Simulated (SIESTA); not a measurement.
TePt under changes of volume

One of the cells (22.651 Å³/atom); the others are scaled copies at fixed shape and fractional positions:

```xyz
4
Lattice="1.9816 1.1441 6.6610 -1.9816 1.1441 6.6610 0.0000 -2.2881 6.6610" Properties=species:S:1:pos:R:3 pbc="T T T"
Pt    0.0000    0.0000    2.5911
Pt    0.0000    0.0000   17.3920
Te    0.0000    0.0000    8.0332
Te    0.0000    0.0000   11.9499
```

* Program: SIESTA 5.4.2
* Functional: LDA
* Potentials or basis: PseudoDojo 0.4 standard (LDA files)
* Basis: DZP (energy shift 0.003 Ry; two zetas on semicore shells)
* Grid cutoff: 800 Ry
* Energy shift: 0.003 Ry
* k mesh: 8 × 8 × 8
* Occupations: fermi-dirac, width 0.05 eV
* Spin: no spin polarisation

```csv
volume (Å³/atom),energy over the lowest point (meV/atom),pressure (GPa),largest force (eV/Å)
21.292,?,?,?
21.745,17.85,6.5,0.996
22.198,4.48,3.1,0.772
22.651,0.00,0.2,0.744
23.104,3.45,-2.5,0.720
23.557,13.99,-4.9,0.694
24.010,30.78,-6.9,0.669
```

Q: What does the run at 21.292 Å³/atom give?

A: Energy over the lowest point 41.28 meV/atom; pressure 10.2 GPa; largest force 1.341 eV/Å.

Worked out: A Birch-Murnaghan fit of order 3 (a polynomial in V^(-2/3)) to the other rows has its minimum at 22.67 Å³/atom with B0 = V·E''(V) = 139 GPa and B' = 4.8 at fixed shape and positions, which overstates the stiffness. It gives 41.24 meV/atom at 21.292 Å³/atom, against the run's 41.28, and -dE/dV = 10.2 GPa, against 10.2.

Energies are extrapolated to zero smearing.

Caveats: short orbitals over semicore shells can move pressures by several GPa; the basis of atomic orbitals isn't converged, which shifts pressures, moduli and gaps; forces of over 1 eV/Å show positions far from the minimum, so gaps and moduli don't describe the material at rest (some runs).
